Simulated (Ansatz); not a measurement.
**ZnS (Wurtzite-2H) under changes of volume**

One of the cells (19.603 Å³/atom); the others are scaled copies at fixed shape and fractional positions:

```xyz
4
Lattice="3.8110 0.0000 0.0000 -1.9055 3.3004 0.0000 0.0000 0.0000 6.2340" Properties=species:S:1:pos:R:3 pbc="T T T"
Zn    1.9055    1.1001    3.1170
Zn    0.0000    2.2003    0.0000
S     1.9055    1.1001    5.5171
S     0.0000    2.2003    2.4001
```

```yaml
Program: Ansatz 0.2.0
Functional: r2SCAN
Dispersion: D4
Potentials_or_basis: Ansatz PAW
Cutoff: "500 eV (not typed: the program's choice for these potentials)"
k_mesh: 8 × 8 × 5
Occupations: fermi-dirac, width 0.05 eV
Spin: no spin polarisation
```

```tsv
volume (Å³/atom)	energy over the lowest point (meV/atom)	pressure (GPa)	gap on the mesh (eV)	largest force (eV/Å)
18.427	13.26	4.7	3.12	0.398
18.819	4.32	2.7	3.02	0.369
19.211	0.06	0.9	2.92	0.342
19.603	0.00	-0.8	2.82	0.316
19.995	3.71	-2.2	2.72	0.293
20.387	?	?	?	?
20.779	20.93	-4.7	2.53	0.250
```

Task: What does the run at 20.387 Å³/atom give?

Result: Energy over the lowest point 10.80 meV/atom; pressure -3.5 GPa; gap on the mesh 2.62 eV; largest force 0.270 eV/Å.

Worked out: A Birch-Murnaghan fit of order 3 (a polynomial in V^(-2/3)) to the other rows has its minimum at 19.41 Å³/atom with B0 = V·E''(V) = 80 GPa and B' = 4.4 at fixed shape and positions, which overstates the stiffness. It gives 10.80 meV/atom at 20.387 Å³/atom, against the run's 10.80, and -dE/dV = -3.5 GPa, against -3.5. A straight line through the other rows of the gap, of slope -4.92 eV per unit of ln V (its deformation potential), gives 2.63 eV, against the run's 2.62.

Energies are extrapolated to zero smearing.

Caveats: odd divisions of the mesh miss points on the zone boundary, where band edges often lie, so the gap on the mesh can be too wide; the PAW data sets come from PBE, with cores solved anew for the run's functional, which leaves a small shift of forces and pressure.
